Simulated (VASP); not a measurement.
Set up this calculation in VASP 6.6.1, as the native input.

| Quantity | Value |
| --- | --- |
| Task | relaxation of cell and atoms |
| Functional | r2SCAN |
| Potentials or basis | VASP PAW PBE potentials, release 64 (Ir) |
| Cutoff | 600 eV |
| k mesh | 18 × 18 × 18 |
| Occupations | gaussian, width 0.1 eV |
| Spin | no spin polarisation |
| Further INCAR settings | ALGO = Normal; EDIFF = 1e-07; IBRION = 2; EDIFFG = -0.004; NSW = 80; ISIF = 3 |

The structure of Ir lies in POSCAR:

```
Ir
1.0
    0.0000000000      1.9156000000      1.9156000000
    1.9156000000      0.0000000000      1.9156000000
    1.9156000000      1.9156000000      0.0000000000
Ir
1
Direct
    0.0000000000      0.0000000000      0.0000000000
```

The input as run:

INCAR

```
SYSTEM = Ir
PREC = Accurate
ENCUT = 600
EDIFF = 1E-7
ISMEAR = 0
SIGMA = 0.1
LREAL = .FALSE.
LASPH = .TRUE.
NELM = 100
ALGO = Normal
ISIF = 3
LWAVE = .FALSE.
LCHARG = .FALSE.
METAGGA = R2SCAN
LMIXTAU = .TRUE.
IBRION = 2
NSW = 80
EDIFFG = -0.004
```

KPOINTS

```
Automatic mesh
0
G
  18 18 18
  0 0 0
```

Potentials or basis: VASP PAW PBE potentials, release 64 (Ir).

Launch:

```bash
$ cat potpaw_PBE.64/Ir/POTCAR > POTCAR
$ mpirun -np 1 vasp_std > vasp.out
```

Results of the run:

* Relaxed volume: 14.30 Å³/atom
* Relaxed cell: a = 2.724 Å, b = 2.724 Å, c = 2.724 Å, α = 60.00°, β = 60.00°, γ = 60.00°
* Space group after relaxing (to 0.05 Å): Fm-3m (No. 225)
* Energy gained by relaxing: 4.8 meV/atom
* Ionic steps: 4
* Pressure after relaxing: 0.0 GPa
* Band gap on the k mesh: none (metal or under the smearing width)

Caveat: the PAW data sets were made with another functional, which shifts forces and pressure a little.

Run time: 110 s on 1 thread of Intel(R) Xeon(R) 6975P-C (Granite Rapids), on a shared host, peak memory 0.18 GiB.
